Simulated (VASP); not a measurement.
# SnO2 (Cassiterite) (P4_2/mnm) in VASP: further runs

Aim: see how the results for SnO2 (Cassiterite) move with the level of theory and the settings. Levels: PBE+D3(BJ), PBE. Tasks: relaxation of cell and atoms, single point.

Everything below comes from runs of VASP 6.6.1. Logs are shortened: lines on timing, memory, paths and dates and some standing lists are left out, and cuts for length are marked.

**1. The crystal as given**

Symmetry: P4_2/mnm, No. 136, tetragonal system. The conventional cell has a = 4.738 Å, b = 4.738 Å, c = 3.187 Å, α = 90.00°, β = 90.00°, γ = 90.00°. Sn (site symmetry mmm) has 6 O at 2.05 to 2.06 Å as nearest neighbours. O (site symmetry m2m) is surrounded by 3 Sn at 2.05 to 2.06 Å.

**2. Relaxation of cell and atoms, PBE+D3(BJ)**

INCAR reads:

```
PREC     = Accurate       # precision mode
ENCUT    = 600            # plane-wave cutoff, eV
EDIFF    = 1E-7           # SCF threshold, eV
ISMEAR   = 0              # smearing method
SIGMA    = 0.02           # smearing width, eV
LREAL    = False          # projectors in reciprocal space
LASPH    = True           # aspherical terms in the spheres
NELM     = 60             # most SCF steps
ALGO     = Normal         # electronic algorithm
ISIF     = 3              # what is computed and relaxed
LWAVE    = False          # write WAVECAR
LCHARG   = False          # write CHGCAR
GGA      = PE             # functional
IVDW     = 12             # dispersion correction
IBRION   = 2              # ionic algorithm
NSW      = 40             # ionic steps
EDIFFG   = -0.005         # ionic threshold
KPAR     = 2
```

KPOINTS reads:

```
Automatic mesh
0
Gamma
  6 6 8
```

POSCAR reads:

```
SnO2
1.0
    4.7380000000      0.0000000000      0.0000000000
    0.0000000000      4.7380000000      0.0000000000
    0.0000000000      0.0000000000      3.1865000000
Sn O
2 4
Direct
    0.5000000000      0.5000000000      0.5000000000
    0.0000000000      0.0000000000      0.0000000000
    0.8071000000      0.1929000000      0.5000000000
    0.6929000000      0.6929000000      0.0000000000
    0.1929000000      0.8071000000      0.5000000000
    0.3071000000      0.3071000000      0.0000000000
```

Potentials or basis: VASP PAW PBE potentials, release 64 (Sn_d, O).

Launch:

```sh
> cat potpaw_PBE.64/Sn_d/POTCAR potpaw_PBE.64/O/POTCAR > POTCAR
> mpirun -np 2 vasp_std > vasp.out
```

OUTCAR:

```text
PREC = Accurate
   ENCUT = 600
   EDIFF = 1E-7
   ISMEAR = 0
   LREAL = False
   LASPH = True
   NELM = 60
   ISIF = 3
   GGA = PE
   IVDW = 12
   IBRION = 2
   NSW = 40
   EDIFFG = -0.005
 IVDW          = 12

 ion  position               nearest neighbor table
   1  0.500  0.500  0.500-   4 2.05   6 2.05   4 2.05   6 2.05   5 2.06   3 2.06   2 3.71   2 3.71
                             2 3.71   2 3.71   2 3.71   2 3.71   2 3.71   2 3.71
   2  0.000  0.000  0.000-   3 2.05   5 2.05   3 2.05   5 2.05   4 2.06   6 2.06   1 3.71   1 3.71
                             1 3.71   1 3.71   1 3.71   1 3.71   1 3.71   1 3.71
   3  0.807  0.193  0.500-   2 2.05   2 2.05   1 2.06
   4  0.693  0.693  0.000-   1 2.05   1 2.05   2 2.06
   5  0.193  0.807  0.500-   2 2.05   2 2.05   1 2.06
   6  0.307  0.307  0.000-   1 2.05   1 2.05   2 2.06

  LATTYP: Found a simple tetragonal cell.
 ALAT       =     4.7380000000
 C/A-ratio  =     0.6725411566

  Lattice vectors:

 A1 = (   4.7380000000,   0.0000000000,   0.0000000000)
 A2 = (   0.0000000000,   4.7380000000,   0.0000000000)
 A3 = (   0.0000000000,   0.0000000000,   3.1865000000)

Analysis of symmetry for initial positions (statically):
=====================================================================
 Subroutine PRICEL returns:
 Original cell was already a primitive cell.

 Routine SETGRP: Setting up the symmetry group for a
 simple tetragonal supercell.

 Subroutine GETGRP returns: Found 16 space group operations
 (whereof  8 operations were pure point group operations)
 out of a pool of 16 trial point group operations.

The static configuration has the point symmetry D_2h.
 The point group associated with its full space group is D_4h.

Analysis of symmetry for dynamics (positions and initial velocities):
=====================================================================
 Subroutine PRICEL returns:
 Original cell was already a primitive cell.

 Routine SETGRP: Setting up the symmetry group for a
 simple tetragonal supercell.

 Subroutine GETGRP returns: Found 16 space group operations
 (whereof  8 operations were pure point group operations)
 out of a pool of 16 trial point group operations.

The dynamic configuration has the point symmetry D_2h.
 The point group associated with its full space group is D_4h.

 Subroutine INISYM returns: Found 16 space group operations
 (whereof  8 operations are pure point group operations),
 and found     1 'primitive' translations

----------------------------------------------------------------------------------------

                                     Primitive cell

  volume of cell :      71.5326

  direct lattice vectors                    reciprocal lattice vectors
     4.738000000  0.000000000  0.000000000     0.211059519  0.000000000  0.000000000
     0.000000000  4.738000000  0.000000000     0.000000000  0.211059519  0.000000000
     0.000000000  0.000000000  3.186500000     0.000000000  0.000000000  0.313823945

  length of vectors
     4.738000000  4.738000000  3.186500000     0.211059519  0.211059519  0.313823945

  position of ions in fractional coordinates (direct lattice)
     0.500000000  0.500000000  0.500000000
     0.000000000  0.000000000  0.000000000
     0.807100000  0.192900000  0.500000000
     0.692900000  0.692900000  0.000000000
     0.192900000  0.807100000  0.500000000
     0.307100000  0.307100000  0.000000000

  ion indices of the primitive-cell ions
   primitive index   ion index
                 1           1
                 2           2
                 3           3
                 4           4
                 5           5
                 6           6

----------------------------------------------------------------------------------------

 KPOINTS: Automatic mesh

Automatic generation of k-mesh.
 Grid dimensions read from file:
 generate k-points for:    6    6    8

 Generating k-lattice:

  Cartesian coordinates                     Fractional coordinates (reciprocal lattice)
     0.035176586  0.000000000  0.000000000     0.166666667  0.000000000  0.000000000
     0.000000000  0.035176586  0.000000000     0.000000000  0.166666667  0.000000000
     0.000000000  0.000000000  0.039227993     0.000000000  0.000000000  0.125000000

  Length of vectors
     0.035176586  0.035176586  0.039227993

  Shift w.r.t. Gamma in fractional coordinates (k-lattice)
     0.000000000  0.000000000  0.000000000

 Subroutine IBZKPT returns following result:
 ===========================================

 Found     50 irreducible k-points:

 Following reciprocal coordinates:
            Coordinates               Weight
  0.000000  0.000000  0.000000      1.000000
  0.166667  0.000000  0.000000      4.000000
  0.333333  0.000000  0.000000      4.000000
  0.500000  0.000000  0.000000      2.000000
  0.166667  0.166667  0.000000      4.000000
  0.333333  0.166667  0.000000      8.000000
[... 16 lines left out ...]
  0.333333  0.000000  0.250000      8.000000
  0.500000  0.000000  0.250000      4.000000
 [... further k-points ...]
   k-points           NKPTS =     50   k-points in BZ     NKDIM =     50   number of bands    NBANDS=     31
   number of dos      NEDOS =    301   number of ions     NIONS =      6
   total plane-waves  NPLWV =  44800
   dimension x,y,z NGX =    40 NGY =   40 NGZ =   28
   dimension x,y,z NGXF=    80 NGYF=   80 NGZF=   56
   ions per type =               2   4
   NGX,Y,Z   is equivalent  to a cutoff of  14.04, 14.04, 14.61 a.u.
   NGXF,Y,Z  is equivalent  to a cutoff of  28.07, 28.07, 29.22 a.u.
 SYSTEM =  unknown system
   PREC   = accura    normal or accurate (medium, high low for compatibility)
   ISTART =      0    job   : 0-new  1-cont  2-samecut
   ICHARG =      2    charge: 1-file 2-atom 10-const
   ISPIN  =      1    spin polarized calculation?
   LNONCOLLINEAR =      F non collinear calculations
   LSORBIT =      F    spin-orbit coupling
   LASPH  =      T    aspherical Exc in radial PAW
   ENCUT  =  600.0 eV  44.10 Ry    6.64 a.u.   9.46  9.46  6.36*2*pi/ulx,y,z
   NELM   =     60;   NELMIN=  2; NELMDL= -5     # of ELM steps
   EDIFF  = 0.1E-06   stopping-criterion for ELM
   LREAL  =      F    real-space projection
   EDIFFG = -.5E-02   stopping-criterion for IOM
   NSW    =     40    number of steps for IOM
   IBRION =      2    ionic relax: 0-MD 1-quasi-New 2-CG
   NFREE  =      1    steps in history (QN), initial steepest desc. (CG)
   ISIF   =      3    stress and relaxation
   ISYM   =      2    0-nonsym 1-usesym 2-fastsym
   POTIM  = 0.5000    time-step for ionic-motion
   TEBEG  =    0.0;   TEEND  =   0.0 temperature during run
   PSTRESS=    0.0 pullay stress
   NELECT =      52.0000    total number of electrons
   NUPDOWN=      -1.0000    fix difference up-down
   EMIN   =  10.00;   EMAX   =-10.00  energy-range for DOS
   EFERMI =   0.00;   METHOD = LEGACY
   ISMEAR =     0;   SIGMA  =   0.02  broadening in eV -4-tet -1-fermi 0-gaus
   EFERMI_NEDOS =   21; number of points for ismear=-14 and -15
   IALGO  =     38    algorithm
   IMIX   =      4    mixing-type and parameters
     AMIX     =   0.40;   BMIX     =  1.00
     AMIX_MAG =   1.60;   BMIX_MAG =  1.00
  volume/ion in A,a.u.               =      11.92        80.45
  Fermi-wavevector in a.u.,A,eV,Ry     =   1.472000  2.781677 29.480903  2.166785
  Thomas-Fermi vector in A             =   2.587068
   LORBIT       =      0    0 simple, 1 ext, 2 COOP (PROOUT), +10 PAW based schemes
   GGA     = PE    functional components
   LHFCALC =     F    Hartree Fock is set to
   AEXX    =    0.0000 exact exchange contribution
   IVDW    =    12    specifies the selected vdW correction
   LEPSILON=     F    determine dielectric tensor
   LRPA    =     F    only Hartree local field effects (RPA)
 conjugate gradient relaxation of ions
 non-spin polarized calculation
 Gauss-broadening in eV      SIGMA  =   0.02
  energy-cutoff  :      600.00
  volume of cell :       71.53
 maximum number of plane-waves:      2409
 NGX is ok and might be reduce to    40
   NGX = 19   NGY = 19   NGZ = 13

--------------------------------------- Ionic step        1  -------------------------------------------

 number of electron      52.0000000 magnetization

 Free energy of the ion-electron system (eV)
  ---------------------------------------------------
  ext. energy  EPLUGINS =         0.00000000
  ---------------------------------------------------
  free energy    TOTEN  =       -37.16963958 eV

  energy without entropy =      -37.16963958  energy(sigma->0) =      -37.16963958

------------------------ aborting loop because EDIFF is reached ----------------------------------------

 Edisp (eV)   -1.33964

 E8    (eV) :    -0.5386

  FORCE on cell =-STRESS in cart. coord.  units (eV):
  Direction    XX          YY          ZZ          XY          YZ          ZX
  --------------------------------------------------------------------------------------
  -------------------------------------------------------------------------------------
  Total       3.29601     3.29601     4.78214     0.00000     0.00000     0.00000
  in kB      73.82368    73.82368   107.10966     0.00000     0.00000     0.00000
  external pressure =       84.92 kB  Pullay stress =        0.00 kB
[... 289 lines left out ...]
  energy  without entropy=      -38.5870021714  energy(sigma->0) =      -38.58700217

--------------------------------------- Ionic step        8  -------------------------------------------

 number of electron      52.0000004 magnetization

 Free energy of the ion-electron system (eV)
  ---------------------------------------------------
  ext. energy  EPLUGINS =         0.00000000
  ---------------------------------------------------
  free energy    TOTEN  =       -37.30088152 eV

  energy without entropy =      -37.30088152  energy(sigma->0) =      -37.30088152

 E-fermi :   5.8490     XC(G=0): -11.0525

 val. band max:        5.6914543252   @ k =   0.0000   0.0000   0.0000
 cond. band min:       6.4871177361   @ k =   0.0000   0.0000   0.0000
 fundamental gap:      0.7956634109
 Fermi energy:         5.8490057240

 k-point     1 :       0.0000    0.0000    0.0000
  band No.  band energies     occupation
      1     -15.3599      2.00000
      2     -14.6530      2.00000
      3     -14.4571      2.00000
      4     -14.4295      2.00000
      5     -14.4295      2.00000
      6     -14.3684      2.00000
[... 805 lines left out ...]
     30      14.1671      0.00000
     31      14.8633      0.00000

 [... further k-points ...]

------------------------ aborting loop because EDIFF is reached ----------------------------------------

 Edisp (eV)   -1.28612

 E8    (eV) :    -0.5171

  FORCE on cell =-STRESS in cart. coord.  units (eV):
  Direction    XX          YY          ZZ          XY          YZ          ZX
  --------------------------------------------------------------------------------------
  -------------------------------------------------------------------------------------
  Total      -0.00306    -0.00306    -0.01186    -0.00000     0.00000     0.00000
  in kB      -0.06587    -0.06587    -0.25539    -0.00000     0.00000     0.00000
  external pressure =       -0.13 kB  Pullay stress =        0.00 kB
[... 21 lines left out ...]
  FREE ENERGIE OF THE ION-ELECTRON SYSTEM (eV)
  ---------------------------------------------------
  free  energy   TOTEN  =       -38.5870054104 eV

  energy  without entropy=      -38.5870054104  energy(sigma->0) =      -38.58700541

 reached required accuracy - stopping structural energy minimisation
```

Run time: 3.4 min. Hardware: 2 MPI ranks of Intel Xeon Platinum 8559C (Emerald Rapids), shared host; peak memory 0.28 GiB.

Results:

```
Free energy                            : -38.5870 eV
Relaxed volume                         : 12.40 Å³/atom
Relaxed cell                           : a = 4.797 Å, b = 4.797 Å, c = 3.234 Å, α = 90.00°, β = 90.00°, γ = 90.00°
Space group after relaxing (to 0.05 Å) : P4_2/mnm (No. 136)
Energy gained by relaxing              : 13.0 meV/atom
Ionic steps                            : 8
Pressure after relaxing                : 0.0 GPa
Band gap on the k mesh                 : 0.80 eV, direct
Dispersion energy per atom             : -0.214 eV
```

Forces in eV/Å, atoms in the order of the input:
```
Sn   0.000  0.000  0.000
Sn   0.000  0.000  0.000
O   -0.002  0.002  0.000
O    0.002  0.002  0.000
O    0.002 -0.002  0.000
O   -0.002 -0.002  0.000
```

The path:
```
step  energy change (eV)  largest force (eV/Å)  pressure (GPa)  volume (Å³)
   1              0.0000                0.2985            8.49        71.53
   2              0.0469                0.3065           -8.85        78.27
   3             -0.0775                0.0115           -0.04        74.38
   4             -0.0775                0.0061            0.11        74.32
   5             -0.0777                0.0039            0.06        74.37
   6             -0.0777                0.0090            0.04        74.39
   7             -0.0777                0.0014           -0.05        74.42
   8             -0.0777                0.0029           -0.01        74.41
```

Final structure:
```xyz
6
Lattice="4.7965 0.0000 0.0000 0.0000 4.7965 0.0000 0.0000 0.0000 3.2342" Properties=species:S:1:pos:R:3 pbc="T T T"
Sn    2.3983    2.3983    1.6171
Sn    0.0000    0.0000    0.0000
O     3.8670    0.9295    1.6171
O     3.3278    3.3278    0.0000
O     0.9295    3.8670    1.6171
O     1.4687    1.4687    0.0000
```

Caveat: spin-orbit coupling is left out, which moves the levels of the heavy elements. Zero-point motion and thermal expansion aren't in these numbers.

**3. Single point, PBE**

INCAR reads:

```
PREC = Accurate
ENCUT = 520
EDIFF = 1E-6
ISMEAR = 0
SIGMA = 0.014
LREAL = F
LASPH = T
NELM = 80
ALGO = Normal
ISIF = 2
LWAVE = F
LCHARG = F
GGA = PE
```

KPOINTS is that of step 2.

POSCAR is that of step 2.

Potentials or basis: VASP PAW PBE potentials, release 64 (Sn_d, O).

Launch:

```sh
> cat potpaw_PBE.64/Sn_d/POTCAR potpaw_PBE.64/O/POTCAR > POTCAR
> mpirun -np 1 vasp_std > vasp.out
```

Run time: 74 s. Hardware: 1 thread of Intel Xeon Platinum 8488C (Sapphire Rapids), shared host; peak memory 0.23 GiB.

The run converged. Its results:

- Free energy: -37.1595 eV
- Pressure: 11.8 GPa
- Largest force: 0.294 eV/Å
- Band gap on the k mesh: 1.27 eV, direct

Forces on the atoms (eV/Å):
```
Sn   0.000  0.000  0.000
Sn   0.000  0.000  0.000
O   -0.208  0.208  0.000
O    0.208  0.208  0.000
O    0.208 -0.208  0.000
O   -0.208 -0.208  0.000
```

Stress tensor (GPa, compression positive):
```
10.71  0.00  0.00
 0.00 10.71  0.00
 0.00  0.00 14.01
```

Levels at points of the mesh, in eV from the valence-band top:
```tsv
k point	band 24	band 25	band 26	band 27	band 28	band 29
(0.00, 0.00, 0.00)	-0.78	-0.78	0.00	1.27	6.15	6.35
(0.50, 0.00, 0.00)	-1.19	-0.64	-0.64	4.44	4.44	7.09
(0.50, 0.50, 0.00)	-1.31	-0.90	-0.90	4.84	4.84	7.53
(0.00, 0.00, 0.50)	-1.66	-1.26	-1.26	6.23	6.23	9.78
(0.50, 0.00, 0.50)	-1.10	-0.69	-0.69	6.51	6.51	8.07
(0.50, 0.50, 0.50)	-0.97	-0.84	-0.84	4.92	4.92	8.88
```

Caveat: spin-orbit coupling is left out, which moves the levels of the heavy elements.
